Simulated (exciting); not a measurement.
# Ba L₃-edge absorption of BaS, all-electron BSE, part 3 of 3

Aim: the Ba L₃ absorption edge of BaS with the electron–hole interaction treated explicitly, and what each term of the kernel does.

exciting sodium; X-ray absorption, core-level Bethe-Salpeter equation, exchange and statically screened direct term, Tamm-Dancoff, all-electron LAPW+lo PBE.

So far. Step 5 (Independent particles): Maxima (height): 4.6 eV (0.74) and 16.2 eV (0.41). Against the singlet run the r.m.s. difference is 65 %. Moving the earlier curve by +4.1 eV leaves 22 %. The highest maximum lies at 4.6 eV (0.74), against 0.8 eV (1.00). Step 6 (Exchange alone): Maxima (height): 4.6 eV (0.74) and 16.2 eV (0.41). The spectrum is that of the independent-particle run within 1 %.

## 7. A changed run

In this try the input is made faulty on purpose, to show what that does.

Input file input.xml:

```
<input>
  <title>BaS</title>
  <structure speciespath="." autormt="false" epslat="1.0e-5">
    <crystal>
      <basevect>0.0000000000 6.0353128094 6.0353128094</basevect>
      <basevect>6.0353128094 0.0000000000 6.0353128094</basevect>
      <basevect>6.0353128094 6.0353128094 0.0000000000</basevect>
    </crystal>
    <species speciesfile="Ba.xml" rmt="2.464">
      <atom coord="0.0000000000 0.0000000000 0.0000000000"/>
    </species>
    <species speciesfile="S.xml" rmt="2.300">
      <atom coord="0.5000000000 0.5000000000 0.5000000000"/>
    </species>
  </structure>
  <groundstate do="skip" xctype="GGA_PBE" ngridk="4 4 4" rgkmax="7" gmaxvr="14" nempty="8" swidth="0.001" maxscl="100" epsengy="1e-5"/>
  <xs xstype="BSE" ngridk="3 3 3" ngridq="3 3 3" vkloff="0.097 0.273 0.493" rgkmax="7" nempty="40" gqmax="3" lmaxapwwf="5" lmaxemat="3" broad="0.06100" tevout="true">
    <energywindow intv="188.950 190.567" points="439"/>
    <screening screentype="full" nempty="3"/>
    <BSE xas="true" xasspecies="1" xasatom="1" xasedge="L3" bsetype="singlet" nstlxas="1 36"/>
    <qpointset>
      <qpoint>0 0 0</qpoint>
    </qpointset>
    <plan>
      <doonly task="scrgeneigvec"/>
      <doonly task="scrwritepmat"/>
      <doonly task="screen"/>
      <doonly task="scrcoulint"/>
    </plan>
  </xs>
</input>
```

Input file input.xml for the last start (plan only):

```
  <plan>
    <doonly task="bse"/>
  </plan>
```

Started as:

```console
> OMP_NUM_THREADS=1 mpirun -n 2 exciting
> OMP_NUM_THREADS=2 exciting
```

Numbers of over 12 decimals in the logs are rounded to 6 here.

What it wrote:

```text
| EXCITING SODIUM started for task scrgeneigvec ( 401)                         =
One-shot GS runs for BSE calculations
One-shot GS runs for k+qmt/2 grids
Info(xsgeneigvec): Generating eigenvectors for Q-point      1
Using screening GS parameters.
Info(xsgeneigvec): Generation of eigenvectors finished
| EXCITING SODIUM started for task scrwritepmat ( 420)                         =
Info(writepmatxs): Momentum matrix elements finished
Info(scrwritepmat): Momentum matrix elements for screening finished
| EXCITING SODIUM started for task screen ( 430)                               =
[...]
Info(setup_bse_block): Setting up RR part of hamiltonian
Info(setup_bse_block): Singlet spin state
Info(bse): Diagonalizing RR Hamiltonian (TDA)
Info(bse): Invoking Lapack routine ZHEEVR
      3888 eigen solutions found in the interval:
         i1=       1 i2=    3888
Info(bse): Writing excition energies and oscillator strengths to text file.
Info(makespectrum_dist): Making spectrum using formula for coupling with time reversed AR basis.
Info(makespectrum_dist): Using formalism for vanishing momentum transfer.
Info(writederived): Writing quantities derived from the macroscopic dielectric function.
Info(bselauncher): Spectrum finished for iqmt=  1
Info(bselauncher): All done for BSE type singlet
```

It took 2.5 min on 2 MPI ranks of Arm Neoverse V2, shared host.

The input has a fault: far too few empty states in the screening. The spectrum differs from the singlet run by 57 % r.m.s. Moving the earlier curve by -2.3 eV leaves 16 %. The highest maximum lies at -1.7 eV (1.22), against 0.8 eV (1.00). The first bright state moves from -0.80 to -2.23 eV. Too few states underscreen, so the attraction is too strong.

```
E (eV)  first run  this run
 -11.0       0.03      0.05
 -10.0       0.04      0.06
  -9.0       0.04      0.08
  -8.0       0.05      0.10
  -7.0       0.07      0.14
  -6.0       0.09      0.20
  -5.0       0.12      0.30
  -4.0       0.17      0.51
  -3.0       0.27      0.88
  -2.0       0.45      1.20
  -1.0       0.73      1.17
   0.0       0.93      0.89
   1.0       1.00      0.61
   2.0       0.84      0.45
   3.0       0.64      0.36
   4.0       0.49      0.30
   5.0       0.41      0.27
   6.0       0.36      0.25
   7.0       0.32      0.23
   8.0       0.29      0.23
   9.0       0.29      0.23
  10.0       0.29      0.22
  11.0       0.27      0.22
  12.0       0.26      0.22
  13.0       0.27      0.23
  14.0       0.30      0.25
  15.0       0.31      0.24
  16.0       0.28      0.22
  17.0       0.25      0.19
  18.0       0.23      0.18
  19.0       0.22      0.18
  20.0       0.22      0.17
  21.0       0.21      0.16
  22.0       0.20      0.15
  23.0       0.18      0.14
```

## 8. From independent particles to the full kernel

```
  level  curve passes 0.15 (eV)  highest maximum (eV)  its height
     IP                    -0.6                   4.6        0.74
    RPA                    -0.6                   4.6        0.74
singlet                    -4.4                   0.8        1.00
```

```
E (eV)    IP   RPA  singlet
 -11.0  0.02  0.02     0.03
 -10.0  0.02  0.02     0.04
  -9.0  0.02  0.02     0.04
  -8.0  0.03  0.03     0.05
  -7.0  0.03  0.03     0.07
  -6.0  0.04  0.04     0.09
  -5.0  0.04  0.04     0.12
  -4.0  0.05  0.05     0.17
  -3.0  0.07  0.07     0.27
  -2.0  0.09  0.09     0.45
  -1.0  0.13  0.13     0.73
   0.0  0.19  0.19     0.93
   1.0  0.29  0.29     1.00
   2.0  0.42  0.42     0.84
   3.0  0.58  0.58     0.64
   4.0  0.72  0.72     0.49
   5.0  0.73  0.73     0.41
   6.0  0.66  0.66     0.36
   7.0  0.59  0.59     0.32
   8.0  0.49  0.49     0.29
   9.0  0.42  0.42     0.29
  10.0  0.40  0.40     0.29
  11.0  0.39  0.39     0.27
  12.0  0.37  0.37     0.26
  13.0  0.34  0.34     0.27
  14.0  0.33  0.33     0.30
  15.0  0.37  0.37     0.31
  16.0  0.41  0.41     0.28
  17.0  0.39  0.39     0.25
  18.0  0.35  0.35     0.23
  19.0  0.33  0.33     0.22
  20.0  0.32  0.32     0.22
  21.0  0.31  0.31     0.21
  22.0  0.31  0.31     0.20
  23.0  0.30  0.30     0.18
```

## 9. Outcome

* absorber and edge: Ba L₃, atom 1
* surroundings: 6 S at 3.19 Å (octahedral, site symmetry m-3m)
* first bright state: -0.80 eV from the Kohn–Sham onset, on this mesh
* highest maximum: 0.8 eV
* cost of the BSE run: 13 min on 2 MPI ranks of Arm Neoverse V2, shared host; the last task ran on as many threads

Is a core exciton bound? Yes on this mesh: the first bright state (over 5 % of the brightest) lies at -0.80 eV from the Kohn–Sham onset and at -0.97 eV from the lowest bare transition of its own mesh; weaker or dark states reach down to -5.87 eV. Exchange alone changes the independent-particle spectrum by 0.0 % r.m.s. A mesh of 27 points doesn't converge binding energies, and fine structure above the first lines is partly noise of the mesh. Exchange and the short-range direct term aren't converged in the kernel cutoff. The zero comes from the unshifted 4×4×4 ground-state mesh; it is exact only where the band minimum lies on that mesh. The conduction states carry no spin here, so the exchange coupling to the spinor core hole is only partly held. This core level is treated alone, with no coupling to its spin–orbit partner. The Kohn–Sham onset, 5154 eV, is no photon energy (tabulated edge of the element: 5247 eV): the scale needs a rigid shift. No quasiparticle correction widens the gap or stretches the bands. Vibrations and energy-dependent lifetimes are left out. The structure is a published determination, not relaxed.

[Banner, clock and machine lines of the logs are left out without a mark of their own.]

[Logs are printed without paths, hosts, clocks, repeated set-up lines and the standing remarks that a program may print on its own settings, such as how far it seeks lower states.]

[Hosts, paths, dates, database ids (printed as entryN), source tags and the programs' standing remarks are cut or masked in the printed files.]
